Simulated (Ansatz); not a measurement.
A run of Ansatz 0.2.0 is set up as follows.

File input.yaml:

```yaml
crystal:
  lattice:
    - [0.0, 2.82891, 2.82891]
    - [2.82891, 0.0, 2.82891]
    - [2.82891, 2.82891, 0.0]
  atoms:
    - { symbol: Ge, position: [0.75, 0.75, 0.75] }
    - { symbol: Ge, position: [0.5, 0.5, 0.5] }
kpoints:
  mp_grid: { grid: [8, 8, 8] }
scf:
  occupations: { method: fermi_dirac, width: 0.05 }
hamiltonian:
  xc: pbe
  pseudopotentials: { kind: all_electron, datasets: crystal }
output:
  forces: true
  stress: true
  eigenvalues: true
  dos: { projected: false, de: 0.1, e_range: [-20, 6] }
  elf: true
  volumetric_format: npy
```

Potentials or basis: all-electron PAW datasets made for the crystal.

Launch:

```bash
$ ansatz run input.yaml --threads 1 --pin off --max-ram 3072MiB --backend cpu --events-out ev --progress --plain --runs-dir out
```

(1) What does it give for the pressure?

(2) Estimate the band gap on the k mesh.

Results:

(1) 3.6 GPa.

(2) none (metal or under the smearing width).

Caveat: the program warned that the printed levels may be off, so bands, gaps and densities of states are rough; this crystal is a semiconductor, whose small gap the functional closes, so the metal is an error of the method.

**What was measured.**

From “Electronic and optical properties of SixGe1-x-ySny alloys lattice-matched to Ge”, 2021, arxiv:2109.02782, for a bulk crystal of Ge at 293 K: band gap 0.666 eV (indirect).

Against the measured gap of Ge, 0.666 eV (indirect; 293 K; “Electronic and optical properties of SixGe1-x-ySny alloys lattice-matched to Ge”, 2021, arxiv:2109.02782), the calculated 0.00 eV is off by -0.67 eV. 3 values of this kind are on record (0.666 to 0.807 eV); this one was drawn at random among those near their median. Spin-orbit coupling on Ge is left out. The value is that of PBE on a finite k mesh, which can miss the band edges, without temperature or zero-point motion. Semilocal functionals fall short of measured gaps as a rule.
